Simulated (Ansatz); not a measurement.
**Te2Pt (Moncheite): band structure with r2SCAN**

Te2Pt (Moncheite):

```
Pt Te
1.0
     4.01000    0.00000    0.00000
    -2.00500    3.47276    0.00000
     0.00000    0.00000    5.20100
Pt Te
1 2
Cartesian
  0.0000 0.0000 0.0000
  2.0050 1.1576 3.9007
  0.0000 2.3152 1.3002
```

```json
{
 "Program": "Ansatz 0.2.0",
 "Task": "band structure",
 "Functional": "r2SCAN",
 "Potentials or basis": "Ansatz PAW",
 "Cutoff": "500 eV (not typed: the program's choice for these potentials)",
 "k mesh": "6 × 6 × 4",
 "Occupations": "fermi-dirac, width 0.05 eV",
 "Spin": "spin-orbit coupling, no magnetisation",
 "Path": "[[\"G\", \"M\", \"K\", \"G\", \"A\", \"L\", \"H\", \"A\"], [\"L\", \"M\"], [\"K\", \"H\"]]",
 "Points for each segment of the path": "14"
}
```

The pressure is 7.0 GPa and the largest force is 0.883 eV/Å. The band gap on the k mesh is none (metal or under the smearing width).

Forces on the atoms (eV/Å):
```
Pt   0.000  0.000  0.000
Te   0.000  0.000 -0.883
Te   0.000  0.000  0.883
```

Stress tensor (GPa, compression positive):
```
6.85 0.00 0.00
0.00 6.85 0.00
0.00 0.00 7.17
```

Levels at the corners of the path, in eV from the Fermi level:
```
point  band 46  band 47  band 48  band 49  band 50  band 51  band 52  band 53  band 54  band 55
    Γ    -1.41    -0.38    -0.38     1.04     1.04     1.14     1.14     1.38     1.38     2.92
    M    -3.83    -3.53    -3.53    -3.05    -3.05     0.22     0.22     2.58     2.58     3.85
    K    -2.52    -2.34    -2.34    -2.24    -2.24    -0.17    -0.17    -0.13    -0.13     2.91
    Γ    -1.41    -0.38    -0.38     1.04     1.04     1.14     1.14     1.38     1.38     2.92
    A    -1.62    -1.48    -1.48    -1.02    -1.02     2.16     2.16     2.36     2.36     3.98
    L    -3.41    -3.12    -3.12    -0.93    -0.93     0.54     0.54     1.47     1.47     4.44
    H    -3.97    -3.05    -3.05    -2.98    -2.98     2.30     2.30     2.56     2.56     6.02
    A    -1.62    -1.48    -1.48    -1.02    -1.02     2.16     2.16     2.36     2.36     3.98
    L    -3.41    -3.12    -3.12    -0.93    -0.93     0.54     0.54     1.47     1.47     4.44
    M    -3.83    -3.53    -3.53    -3.05    -3.05     0.22     0.22     2.58     2.58     3.85
    K    -2.52    -2.34    -2.34    -2.24    -2.24    -0.17    -0.17    -0.13    -0.13     2.91
    H    -3.97    -3.05    -3.05    -2.98    -2.98     2.30     2.30     2.56     2.56     6.02
```

Wall time 48 s on 2 threads of Intel(R) Xeon(R) 6975P-C (Granite Rapids), with other jobs on the host, peak memory 1.1 GiB.

Caveat: the PAW data sets come from PBE, with cores solved anew for the run's functional, which leaves a small shift of forces and pressure.
